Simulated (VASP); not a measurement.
# Pt (Im-3m) in VASP: further runs

The runs below take Pt through single point, with LDA.

Everything below comes from runs of VASP 6.6.1. Logs are shortened: lines on timing, memory, paths and dates and some standing lists are left out, and cuts for length are marked.

### Step 1. The structure

Symmetry: Im-3m, No. 229, cubic system. Conventional cell: a = 3.168 Å, b = 3.168 Å, c = 3.168 Å, α = 90.00°, β = 90.00°, γ = 90.00°. Pt (site symmetry m-3m) has 8 Pt at 2.74 Å as nearest neighbours.

This isn't the form of Pt at room conditions, which is fcc.

### Step 2. Single point, LDA

Contents of INCAR:

```
PREC = Accurate
ENCUT = 460
EDIFF = 1E-6
ISMEAR = 1
SIGMA = 0.15
LREAL = False
LASPH = True
NELM = 100
ALGO = Normal
ISIF = 2
LWAVE = False
LCHARG = False
GGA = CA
ADDGRID = False
```

Contents of KPOINTS:

```
Automatic mesh
0
Gamma
  13 13 13
```

Contents of POSCAR:

```
Pt
1.0
   -1.5842200000      1.5842200000      1.5842200000
    1.5842200000     -1.5842200000      1.5842200000
    1.5842200000      1.5842200000     -1.5842200000
Pt
1
Direct
    0.0000000000      0.0000000000      0.0000000000
```

Potentials or basis: VASP PAW LDA potentials, release 64 (Pt).

The run is started by

```
cat potpaw_LDA.64/Pt/POTCAR > POTCAR
mpirun -np 1 vasp_std > vasp.out
```

OUTCAR:

```text
PREC = Accurate
   ENCUT = 460
   EDIFF = 1E-6
   ISMEAR = 1
   LREAL = False
   LASPH = True
   NELM = 100
   ISIF = 2
   GGA = CA

 Found     84 irreducible k-points:

 Following reciprocal coordinates:
            Coordinates               Weight
  0.000000  0.000000  0.000000      1.000000
  0.076923  0.000000  0.000000     12.000000
  0.153846  0.000000  0.000000     12.000000
  0.230769  0.000000  0.000000     12.000000
  0.307692  0.000000  0.000000     12.000000
  0.384615  0.000000  0.000000     12.000000
   k-points           NKPTS =     84   k-points in BZ     NKDIM =     84   number of bands    NBANDS=      9
   number of dos      NEDOS =    301   number of ions     NIONS =      1
   total plane-waves  NPLWV =   8000
   dimension x,y,z NGX =    20 NGY =   20 NGZ =   20
   dimension x,y,z NGXF=    40 NGYF=   40 NGZF=   40
   ions per type =               1
   NGX,Y,Z   is equivalent  to a cutoff of  12.12, 12.12, 12.12 a.u.
   NGXF,Y,Z  is equivalent  to a cutoff of  24.23, 24.23, 24.23 a.u.
 SYSTEM =  unknown system
   PREC   = accura    normal or accurate (medium, high low for compatibility)
   ISTART =      0    job   : 0-new  1-cont  2-samecut
   ICHARG =      2    charge: 1-file 2-atom 10-const
   ISPIN  =      1    spin polarized calculation?
   LNONCOLLINEAR =      F non collinear calculations
   LSORBIT =      F    spin-orbit coupling
   LASPH  =      T    aspherical Exc in radial PAW
   ENCUT  =  460.0 eV  33.81 Ry    5.81 a.u.   4.80  4.80  4.80*2*pi/ulx,y,z
   NELM   =    100;   NELMIN=  2; NELMDL= -5     # of ELM steps
   EDIFF  = 0.1E-05   stopping-criterion for ELM
   LREAL  =      F    real-space projection
   EDIFFG = 0.1E-04   stopping-criterion for IOM
   NSW    =      0    number of steps for IOM
   IBRION =     -1    ionic relax: 0-MD 1-quasi-New 2-CG
   NFREE  =      0    steps in history (QN), initial steepest desc. (CG)
   ISIF   =      2    stress and relaxation
   ISYM   =      2    0-nonsym 1-usesym 2-fastsym
   POTIM  = 0.5000    time-step for ionic-motion
   TEBEG  =    0.0;   TEEND  =   0.0 temperature during run
   PSTRESS=    0.0 pullay stress
   NELECT =      10.0000    total number of electrons
   NUPDOWN=      -1.0000    fix difference up-down
   EMIN   =  10.00;   EMAX   =-10.00  energy-range for DOS
   EFERMI =   0.00;   METHOD = LEGACY
   ISMEAR =     1;   SIGMA  =   0.15  broadening in eV -4-tet -1-fermi 0-gaus
   EFERMI_NEDOS =   21; number of points for ismear=-14 and -15
   IALGO  =     38    algorithm
   IMIX   =      4    mixing-type and parameters
     AMIX     =   0.40;   BMIX     =  1.00
     AMIX_MAG =   1.60;   BMIX_MAG =  1.00
  volume/ion in A,a.u.               =      15.90       107.33
  Fermi-wavevector in a.u.,A,eV,Ry     =   1.402510  2.650360 26.763132  1.967035
  Thomas-Fermi vector in A             =   2.525265
   LORBIT       =      0    0 simple, 1 ext, 2 COOP (PROOUT), +10 PAW based schemes
   GGA     = CA    functional components
   LHFCALC =     F    Hartree Fock is set to
   AEXX    =    0.0000 exact exchange contribution
   IVDW    =     0    specifies the selected vdW correction
   LEPSILON=     F    determine dielectric tensor
   LRPA    =     F    only Hartree local field effects (RPA)
 non-spin polarized calculation
 Methfessel and Paxton  Order N= 1 SIGMA  =   0.15
  energy-cutoff  :      460.00
  volume of cell :       15.90
 maximum number of plane-waves:       370
   NGX =  9   NGY =  9   NGZ =  9

 number of electron      10.0000000 magnetization

 Free energy of the ion-electron system (eV)
  ---------------------------------------------------
  ext. energy  EPLUGINS =         0.00000000
  ---------------------------------------------------
  free energy    TOTEN  =        -7.33213954 eV

  energy without entropy =       -7.33132519  energy(sigma->0) =       -7.33186809

 E-fermi :   9.9920     XC(G=0): -13.3770

 val. band max:        9.9735375470   @ k =  -0.3846  -0.4615   0.2308
 cond. band min:      10.0203724788   @ k =  -0.3846   0.3846   0.1538
 fundamental gap:      0.0468349318
 Fermi energy:         9.9919747966

 k-point     1 :       0.0000    0.0000    0.0000
  band No.  band energies     occupation
      1       0.4798      2.00000
      2       6.4551      2.00000
      3       6.4551      2.00000
      4       6.4551      2.00000
      5       8.9758      2.00000
      6       8.9758      2.00000
      7      27.0069      0.00000
      8      27.0069      0.00000
      9      27.0069      0.00000

 k-point     2 :       0.0769    0.0000    0.0000
  band No.  band energies     occupation
      1       0.7185      2.00000
      2       6.3625      2.00000
      3       6.4548      2.00000
      4       6.6460      2.00000
      5       8.8581      2.00000
      6       8.9822      2.00000
      7      27.1114      0.00000
      8      27.1847      0.00000
      9      27.3578      0.00000

 k-point     3 :       0.1538    0.0000    0.0000
  band No.  band energies     occupation
      1       1.3939      2.00000
      2       6.1151      2.00000
      3       6.4364      2.00000
      4       7.2018      2.00000
      5       8.6317      2.00000
      6       9.0069      2.00000
      7      27.0564      0.00000
      8      27.0947      0.00000
      9      28.3635      0.00000

 k-point     4 :       0.2308    0.0000    0.0000
  band No.  band energies     occupation
      1       2.3384      2.00000
      2       5.7864      2.00000
      3       6.4596      2.00000
      4       8.0665      2.00000
      5       8.5316      2.00000
      6       9.0593      2.00000
      7      25.0897      0.00000
      8      26.2683      0.00000
      9      29.8923      0.00000

 k-point     5 :       0.3077    0.0000    0.0000
  band No.  band energies     occupation
      1       3.1335      2.00000
      2       5.4597      2.00000
      3       6.9299      2.00000
      4       8.6308      2.00000
      5       9.1260      2.00000
      6       9.1393      2.00000
      7      21.9901      0.00000
      8      24.9641      0.00000
      9      29.3413      0.00000

 k-point     6 :       0.3846    0.0000    0.0000
  band No.  band energies     occupation
      1       3.4083      2.00000
      2       5.2039      2.00000
      3       8.1383      2.00000
      4       8.9065      2.00000
      5       9.2265      2.00000
      6      10.1701     -0.07046
      7      18.8875      0.00000
      8      23.8602      0.00000
      9      27.1226      0.00000

 [... further k-points ...]

------------------------ aborting loop because EDIFF is reached ----------------------------------------

  FORCE on cell =-STRESS in cart. coord.  units (eV):
  Direction    XX          YY          ZZ          XY          YZ          ZX
  --------------------------------------------------------------------------------------
  -------------------------------------------------------------------------------------
  Total       -1.5203652     -1.5203652     -1.5203652     -0.0000000     -0.0000000      0.0000000
  in kB     -153.1623595   -153.1623595   -153.1623595     -0.0000000     -0.0000000      0.0000000
  external PRESSURE =    -153.1623595 kB  Pullay stress =       0.0000000 kB

 VOLUME and BASIS-vectors are now :
 -----------------------------------------------------------------------------
  energy-cutoff  :      460.00
  volume of cell :       15.90
      direct lattice vectors                 reciprocal lattice vectors
    -1.584220000  1.584220000  1.584220000     0.000000000  0.315612731  0.315612731
     1.584220000 -1.584220000  1.584220000     0.315612731  0.000000000  0.315612731
     1.584220000  1.584220000 -1.584220000     0.315612731  0.315612731  0.000000000

 POSITION                                       TOTAL-FORCE (eV/Angst)
 -----------------------------------------------------------------------------------
      0.00000      0.00000      0.00000         0.000000     -0.000000      0.000000
 -----------------------------------------------------------------------------------
    total drift:                                0.000000     -0.000000      0.000000

  FREE ENERGIE OF THE ION-ELECTRON SYSTEM (eV)
  ---------------------------------------------------
  free  energy   TOTEN  =        -7.3321395386 eV

  energy  without entropy=       -7.3313251944  energy(sigma->0) =       -7.33186809
```

Wall time 8.7 s (1 thread of Intel Xeon Platinum 8488C (Sapphire Rapids), shared host); peak memory 0.12 GiB.

The run converged, but some of its settings lie outside the range that counts as converged, so its numbers aren't taken as properties of the crystal.

What came out:

```yaml
Free_energy: -7.3321 eV
Pressure: -15.3 GPa
Band_gap_on_the_k_mesh: none (metal or under the smearing width)
```

### Step 3. Single point, LDA

INCAR, as its differences from that of step 2:

```diff
@@ -1,3 +1,3 @@
 PREC = Accurate
-ENCUT = 460
+ENCUT = 650
 EDIFF = 1E-6
```

Contents of KPOINTS:

```
Automatic mesh
0
Gamma
  11 11 11
```

POSCAR is that of step 2.

Potentials or basis: VASP PAW LDA potentials, release 64 (Pt).

The run is started by

```
cat potpaw_LDA.64/Pt/POTCAR > POTCAR
mpirun -np 1 vasp_std > vasp.out
```

OUTCAR:

```text
PREC = Accurate
   ENCUT = 650
   EDIFF = 1E-6
   ISMEAR = 1
   LREAL = False
   LASPH = True
   NELM = 100
   ISIF = 2
   GGA = CA

 Found     56 irreducible k-points:

 Following reciprocal coordinates:
            Coordinates               Weight
  0.000000  0.000000  0.000000      1.000000
  0.090909  0.000000  0.000000     12.000000
  0.181818  0.000000  0.000000     12.000000
  0.272727  0.000000  0.000000     12.000000
  0.363636  0.000000  0.000000     12.000000
  0.454545  0.000000  0.000000     12.000000
   k-points           NKPTS =     56   k-points in BZ     NKDIM =     56   number of bands    NBANDS=      9
   number of dos      NEDOS =    301   number of ions     NIONS =      1
   total plane-waves  NPLWV =  13824
   dimension x,y,z NGX =    24 NGY =   24 NGZ =   24
   dimension x,y,z NGXF=    48 NGYF=   48 NGZF=   48
   ions per type =               1
   NGX,Y,Z   is equivalent  to a cutoff of  14.54, 14.54, 14.54 a.u.
   NGXF,Y,Z  is equivalent  to a cutoff of  29.08, 29.08, 29.08 a.u.
 SYSTEM =  unknown system
   PREC   = accura    normal or accurate (medium, high low for compatibility)
   ISTART =      0    job   : 0-new  1-cont  2-samecut
   ICHARG =      2    charge: 1-file 2-atom 10-const
   ISPIN  =      1    spin polarized calculation?
   LNONCOLLINEAR =      F non collinear calculations
   LSORBIT =      F    spin-orbit coupling
   LASPH  =      T    aspherical Exc in radial PAW
   ENCUT  =  650.0 eV  47.77 Ry    6.91 a.u.   5.70  5.70  5.70*2*pi/ulx,y,z
   NELM   =    100;   NELMIN=  2; NELMDL= -5     # of ELM steps
   EDIFF  = 0.1E-05   stopping-criterion for ELM
   LREAL  =      F    real-space projection
   EDIFFG = 0.1E-04   stopping-criterion for IOM
   NSW    =      0    number of steps for IOM
   IBRION =     -1    ionic relax: 0-MD 1-quasi-New 2-CG
   NFREE  =      0    steps in history (QN), initial steepest desc. (CG)
   ISIF   =      2    stress and relaxation
   ISYM   =      2    0-nonsym 1-usesym 2-fastsym
   POTIM  = 0.5000    time-step for ionic-motion
   TEBEG  =    0.0;   TEEND  =   0.0 temperature during run
   PSTRESS=    0.0 pullay stress
   NELECT =      10.0000    total number of electrons
   NUPDOWN=      -1.0000    fix difference up-down
   EMIN   =  10.00;   EMAX   =-10.00  energy-range for DOS
   EFERMI =   0.00;   METHOD = LEGACY
   ISMEAR =     1;   SIGMA  =   0.15  broadening in eV -4-tet -1-fermi 0-gaus
   EFERMI_NEDOS =   21; number of points for ismear=-14 and -15
   IALGO  =     38    algorithm
   IMIX   =      4    mixing-type and parameters
     AMIX     =   0.40;   BMIX     =  1.00
     AMIX_MAG =   1.60;   BMIX_MAG =  1.00
  volume/ion in A,a.u.               =      15.90       107.33
  Fermi-wavevector in a.u.,A,eV,Ry     =   1.402510  2.650360 26.763132  1.967035
  Thomas-Fermi vector in A             =   2.525265
   LORBIT       =      0    0 simple, 1 ext, 2 COOP (PROOUT), +10 PAW based schemes
   GGA     = CA    functional components
   LHFCALC =     F    Hartree Fock is set to
   AEXX    =    0.0000 exact exchange contribution
   IVDW    =     0    specifies the selected vdW correction
   LEPSILON=     F    determine dielectric tensor
   LRPA    =     F    only Hartree local field effects (RPA)
 non-spin polarized calculation
 Methfessel and Paxton  Order N= 1 SIGMA  =   0.15
  energy-cutoff  :      650.00
  volume of cell :       15.90
 maximum number of plane-waves:       615
   NGX = 11   NGY = 11   NGZ = 11

 number of electron      10.0000000 magnetization

 number of electron       9.9999999 magnetization

 Free energy of the ion-electron system (eV)
  ---------------------------------------------------
  ext. energy  EPLUGINS =         0.00000000
  ---------------------------------------------------
  free energy    TOTEN  =        -7.31581684 eV

  energy without entropy =       -7.31111189  energy(sigma->0) =       -7.31424852

 E-fermi :   9.8772     XC(G=0): -13.3769

 val. band max:        9.8525207206   @ k =  -0.3636   0.3636   0.0909
 cond. band min:       9.8863670377   @ k =   0.4545   0.0909  -0.0000
 fundamental gap:      0.0338463171
 Fermi energy:         9.8771931080

 k-point     1 :       0.0000    0.0000    0.0000
  band No.  band energies     occupation
      1       0.4797      2.00000
      2       6.4613      2.00000
      3       6.4613      2.00000
      4       6.4613      2.00000
      5       8.9708      2.00000
      6       8.9708      2.00000
      7      27.0065      0.00000
      8      27.0065      0.00000
      9      27.0065      0.00000

 k-point     2 :       0.0909    0.0000    0.0000
  band No.  band energies     occupation
      1       0.8114      2.00000
      2       6.3334      2.00000
      3       6.4597      2.00000
      4       6.7272      2.00000
      5       8.8129      2.00000
      6       8.9800      2.00000
      7      27.1378      0.00000
      8      27.2273      0.00000
      9      27.4944      0.00000

 k-point     3 :       0.1818    0.0000    0.0000
  band No.  band energies     occupation
      1       1.7215      2.00000
      2       6.0064      2.00000
      3       6.4332      2.00000
      4       7.4913      2.00000
      5       8.5676      2.00000
      6       9.0174      2.00000
      7      26.5789      0.00000
      8      26.8996      0.00000
      9      28.8681      0.00000

 k-point     4 :       0.2727    0.0000    0.0000
  band No.  band energies     occupation
      1       2.8275      2.00000
      2       5.6088      2.00000
      3       6.6245      2.00000
      4       8.5627      2.00000
      5       8.6375      2.00000
      6       9.0956      2.00000
      7      23.4445      0.00000
      8      25.5599      0.00000
      9      30.5311      0.00000

 k-point     5 :       0.3636    0.0000    0.0000
  band No.  band energies     occupation
      1       3.3787      2.00000
      2       5.2692      2.00000
      3       7.7721      2.00000
      4       8.8000      2.00000
      5       9.1993      2.00000
      6       9.9109      0.63012
      7      19.6980      0.00000
      8      24.1169      0.00000
      9      27.6597      0.00000

 k-point     6 :       0.4545    0.0000    0.0000
  band No.  band energies     occupation
      1       3.4154      2.00000
      2       5.0775      2.00000
      3       8.7287      2.00000
      4       9.2773      2.00000
      5       9.8390      1.41625
      6      10.8300     -0.00000
      7      16.6988      0.00000
      8      23.2809      0.00000
      9      25.8935      0.00000

 [... further k-points ...]

------------------------ aborting loop because EDIFF is reached ----------------------------------------

  FORCE on cell =-STRESS in cart. coord.  units (eV):
  Direction    XX          YY          ZZ          XY          YZ          ZX
  --------------------------------------------------------------------------------------
  -------------------------------------------------------------------------------------
  Total       -1.4879391     -1.4879391     -1.4879391      0.0000000     -0.0000000      0.0000000
  in kB     -149.8957370   -149.8957370   -149.8957370      0.0000000     -0.0000000      0.0000000
  external PRESSURE =    -149.8957370 kB  Pullay stress =       0.0000000 kB

 VOLUME and BASIS-vectors are now :
 -----------------------------------------------------------------------------
  energy-cutoff  :      650.00
  volume of cell :       15.90
      direct lattice vectors                 reciprocal lattice vectors
    -1.584220000  1.584220000  1.584220000     0.000000000  0.315612731  0.315612731
     1.584220000 -1.584220000  1.584220000     0.315612731  0.000000000  0.315612731
     1.584220000  1.584220000 -1.584220000     0.315612731  0.315612731  0.000000000

 POSITION                                       TOTAL-FORCE (eV/Angst)
 -----------------------------------------------------------------------------------
      0.00000      0.00000      0.00000        -0.000000     -0.000000     -0.000000
 -----------------------------------------------------------------------------------
    total drift:                               -0.000000      0.000000     -0.000000

  FREE ENERGIE OF THE ION-ELECTRON SYSTEM (eV)
  ---------------------------------------------------
  free  energy   TOTEN  =        -7.3158168404 eV

  energy  without entropy=       -7.3111118882  energy(sigma->0) =       -7.31424852
```

stdout:

```text
POSCAR found type information on POSCAR Pt
 POSCAR found :  1 types and       1 ions
 scaLAPACK will be used
 LDA part: xc-table for (Slater(with rela. corr.)+CA(PZ))
 , standard interpolation
 POSCAR, INCAR and KPOINTS ok, starting setup
 FFT: planning ... GRIDC
 FFT: planning ... GRID_SOFT
 FFT: planning ... GRID
 WAVECAR not read
 entering main loop
```

Run time: 5.7 s. Hardware: 1 thread of Intel Xeon Platinum 8488C (Sapphire Rapids), shared host; peak memory 0.14 GiB.

These settings aren't checked as converged: the numbers below hold their error.

Results:

- Free energy: -7.3158 eV
- Pressure: -15.0 GPa
- Band gap on the k mesh: none (metal or under the smearing width)

### Step 4. Single point, LDA

INCAR, as its differences from that of step 3:

```diff
@@ -1,3 +1,3 @@
 PREC = Accurate
-ENCUT = 650
+ENCUT = 520
 EDIFF = 1E-6
```

Contents of KPOINTS:

```
Automatic mesh
0
Gamma
  13 13 13
```

POSCAR is that of step 3.

The run is started by

```
cat potpaw_LDA.64/Pt/POTCAR > POTCAR
mpirun -np 1 vasp_std > vasp.out
```

Wall time 8.3 s (1 thread of Intel Xeon Platinum 8488C (Sapphire Rapids), shared host); peak memory 0.12 GiB.

These settings aren't checked as converged: the numbers below hold their error.

What came out:

```yaml
Free_energy: -7.3320 eV
Pressure: -15.4 GPa
Band_gap_on_the_k_mesh: none (metal or under the smearing width)
```

### Step 5. Single point, LDA

INCAR, as its differences from that of step 4:

```diff
@@ -4,3 +4,3 @@
 ISMEAR = 1
-SIGMA = 0.15
+SIGMA = 0.1
 LREAL = False
```

KPOINTS is that of step 4.

POSCAR is that of step 4.

The run is started by

```
cat potpaw_LDA.64/Pt/POTCAR > POTCAR
mpirun -np 1 vasp_std > vasp.out
```

Wall time 9.6 s (1 thread of Intel Xeon Platinum 8488C (Sapphire Rapids), shared host); peak memory 0.12 GiB.

The run converged, but some of its settings lie outside the range that counts as converged, so its numbers aren't taken as properties of the crystal.

Results:

- Free energy: -7.3321 eV
- Pressure: -15.5 GPa
- Band gap on the k mesh: none (metal or under the smearing width)

### Step 6. The reference run

An earlier run on the cell as given: functional PBEsol; potentials or basis VASP PAW PBE potentials, release 64 (Pt); cutoff 520 eV; k mesh 12 × 12 × 12; occupations fermi-dirac, width 0.05 eV; no spin polarisation.

* Pressure: -11.6 GPa
* Band gap on the k mesh: none (metal or under the smearing width)
